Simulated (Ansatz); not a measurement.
# Be: the cost of one run

Method: DFT PBEsol, plane waves, PAW, scalar-relativistic, no spin polarisation, in Ansatz 0.2.0.

## (1) The structure to begin with

The cell holds 19 atoms (Be19): a = 4.580 Å, b = 6.870 Å, c = 15.588 Å, α = 90.00°, β = 90.00°, γ = 60.00°.

The coordinates stand in the first input below.

## (2) Relaxing end A

File input.yaml:

```yaml
crystal:
  lattice:
    - [4.58, 0.0, 0.0]
    - [3.435, 5.949595, 0.0]
    - [0.0, 0.0, 15.58843]
  atoms:
    - { symbol: Be, position: [0.0, 0.0, 0.0641501] }
    - { symbol: Be, position: [0.5, 0.0, 0.0641501] }
    - { symbol: Be, position: [0.0, 0.3333333, 0.0641501] }
    - { symbol: Be, position: [0.5, 0.3333333, 0.0641501] }
    - { symbol: Be, position: [0.0, 0.6666667, 0.0641501] }
    - { symbol: Be, position: [0.5, 0.6666667, 0.0641501] }
    - { symbol: Be, position: [-0.1666667, 0.2222222, 0.1792493] }
    - { symbol: Be, position: [0.3333333, 0.2222222, 0.1792493] }
    - { symbol: Be, position: [-0.1666667, 0.5555556, 0.1792493] }
    - { symbol: Be, position: [0.3333333, 0.5555556, 0.1792493] }
    - { symbol: Be, position: [-0.1666667, 0.8888889, 0.1792493] }
    - { symbol: Be, position: [0.3333333, 0.8888889, 0.1792493] }
    - { symbol: Be, position: [0.0, 0.0, 0.2943484] }
    - { symbol: Be, position: [0.5, 0.0, 0.2943484] }
    - { symbol: Be, position: [0.0, 0.3333333, 0.2943484] }
    - { symbol: Be, position: [0.5, 0.3333333, 0.2943484] }
    - { symbol: Be, position: [0.0, 0.6666667, 0.2943484] }
    - { symbol: Be, position: [0.5, 0.6666667, 0.2943484] }
    - { symbol: Be, position: [-0.0131045, -0.0059961, 0.4207242] }
basis:
  ecutwfc: 420.0
kpoints:
  mp_grid: { grid: [5, 4, 1] }
hamiltonian:
  xc: pbesol
scf:
  occupations: { method: gaussian, width: 0.05 }
  lower_state_search: "off"
relax:
  f_tol: 0.03
  max_steps: 60
  adjacent_minimum: "off"
  constraints: [{ sites: [0, 1, 2, 3, 4, 5] }]
output:
  write_density: true
  write_potential: true
  elf: true
  volumetric_format: npy
```

Command:

```console
$ ansatz run input.yaml --threads 1 --pin off --max-ram 3072MiB --backend cpu --events-out ev --progress --plain --runs-dir out
```

Q: Estimate wall time and peak memory on 1 thread of AMD EPYC 9R45 (Zen 5), shared host.

About 80 s, with a peak of 0.66 GiB.
